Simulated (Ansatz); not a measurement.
Starting cell, GeO2 (rutile):

```yaml
crystal:
  lattice:
    - [4.48750, 0.00000, 0.00000]
    - [0.00000, 4.48750, 0.00000]
    - [0.00000, 0.00000, 2.90497]
  atoms:
    - { symbol: Ge, position: [0.00000, 0.00000, 0.00000] }
    - { symbol: Ge, position: [0.50000, 0.50000, 0.50000] }
    - { symbol: O, position: [0.30714, 0.30714, 0.00000] }
    - { symbol: O, position: [0.80714, 0.19286, 0.50000] }
    - { symbol: O, position: [0.19286, 0.80714, 0.50000] }
    - { symbol: O, position: [0.69286, 0.69286, 0.00000] }
```

In this cell atom 4 (O, nearest neighbour Ge at 1.899 Å; its periodic images, 2.9 Å or more away, move with it) is moved by u·(1.000, 0.000, 0.000) + v·(0.000, 1.000, 0.000); the rest is frozen.

These are PBE (plane waves to 420 eV, PAW, scalar-relativistic; Ansatz, an electronic-structure program) values and carry that method's errors. k mesh 6×6×9 (Γ-centred), Fermi-Dirac smearing 0.05 eV. Energies are smeared free energies. Points where atoms come too close for the PAW data are left out (x in tables, blank in figures). GeO2 was relaxed with its symmetry unable to fall.

Changes of ΔE (eV/cell) from the point u = 0.000 Å, v = 0.000 Å when one coordinate moves alone (two changes are said to add if the coupling is within 5 % of the smaller one, nearly so within 20 %):

```
point                      change
-------------------------  ------
u = 0.000 Å, v = -0.470 Å  1.5255
u = 0.000 Å, v = -0.313 Å  0.6976
u = 0.000 Å, v = -0.157 Å  0.1776
u = -0.470 Å, v = 0.000 Å  1.6676
u = -0.313 Å, v = 0.000 Å  0.7307
u = -0.157 Å, v = 0.000 Å  0.1809
u = 0.157 Å, v = 0.000 Å   0.1776
u = 0.313 Å, v = 0.000 Å   0.6976
u = 0.470 Å, v = 0.000 Å   1.5255
u = 0.000 Å, v = 0.157 Å   0.1809
u = 0.000 Å, v = 0.313 Å   0.7307
u = 0.000 Å, v = 0.470 Å   1.6676
```

### Question
What is the change at u = -0.157 Å, v = 0.313 Å, where both move, and how far is it from the sum?

### Answer
The sum of the single changes is 0.1809 + (0.7307) = 0.9116; the calculation gives 1.5384, so the coupling contributes 0.6268 (over 20 % of the smaller single change, not additive).

### Question
What is the change at u = -0.157 Å, v = -0.470 Å, where both move, and how far is it from the sum?

### Answer
The sum of the single changes is 0.1809 + (1.5255) = 1.7064; the calculation gives 1.1036, so the coupling contributes -0.6028 (over 20 % of the smaller single change, not additive).

### Question
What is the change at u = -0.470 Å, v = 0.157 Å, where both move, and how far is it from the sum?

### Answer
The sum of the single changes is 1.6676 + (0.1809) = 1.8485; the calculation gives 3.0458, so the coupling contributes 1.1973 (over 20 % of the smaller single change, not additive).

(For displaced atoms, the force is minus the slope of the energy, and its curvature is a force constant, which sets phonon frequencies.)
